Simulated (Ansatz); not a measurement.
## IrO2

**The experiment.** The Crystallography Open Database holds a measured cell of tetragonal IrO2 (space group P4_2/mnm), temperature not stated (1997, doi:10.1107/S0108768197001468): a, c = 4.505, 3.159 Å, 10.68 Å³/atom.

Method: PBE, scalar-relativistic; collinear spin; PAW, 420 eV, 6×6×10 k-mesh, Gaussian smearing of 0.05 eV; code Ansatz; PAW files: Ansatz's generated set soft_2.

```
Ir O
1.0
     4.52967    0.00000    0.00000
     0.00000    4.52967    0.00000
     0.00000    0.00000    3.17877
Ir O
2 4
Direct
  0.00000 0.00000 0.00000
  0.50000 0.50000 0.50000
  0.30827 0.30827 0.00000
  0.19173 0.80827 0.50000
  0.69173 0.69173 0.00000
  0.80827 0.19173 0.50000
```

The chain of runs began from a cell as deposited in COD, expanded in volume.

Magnetic state: non-magnetic, site spin moments none.

The cell above was scaled in volume, and shape and atoms were relaxed at each volume within its symmetry. Energies are counted from the cell above.

The cell is relaxed to zero pressure at this level.

```
V (Å³/atom)  ΔE (meV/atom)  P (GPa)
      10.27           30.1     17.0
      10.44           15.5     11.8
      10.65            3.7      5.6
      10.87            0.0      0.0
      11.09            3.4     -5.0
      11.31              ?        ?
      11.63           38.3    -15.1
      11.96           74.1    -19.9
```

(1) Fill in the withheld row.

(2) What do the points give for the equilibrium volume, the bulk modulus and its pressure derivative (third-order Birch–Murnaghan)?

Answers:

(1) ΔE (meV/atom): 13.2, P (GPa): -9.4.

(2) V0 = 10.87 Å³/atom, B0 = 263 GPa, B0′ = 4.8.

B0·V0 = 262.7 GPa × 10.87 Å³ = 17.82 eV/atom sets the scale: near the minimum ΔE ≈ ½ B0 V0 x², with x = V/V0 − 1, and a pressure of 2.6 GPa squeezes the volume by about 1 %. At the ends of the curve: x = −5.5 % predicts 27.0 meV/atom and the run gives 30.1; x = +10.0 % predicts 89.1 meV/atom and the run gives 74.1. The curve is steeper than the parabola on the compressed side and flatter on the expanded side: the bulk modulus rises with pressure.

**Against experiment.** PBE gives 4.530, 3.179 Å and 10.87 Å³/atom, +1.7 % in volume (+0.6 % in length) from the database's cell. PBE usually overestimates volumes by a few per cent. Spin–orbit coupling, left out, also moves the volume of such heavy elements' compounds.

These numbers lack spin–orbit coupling. The run is a metal.
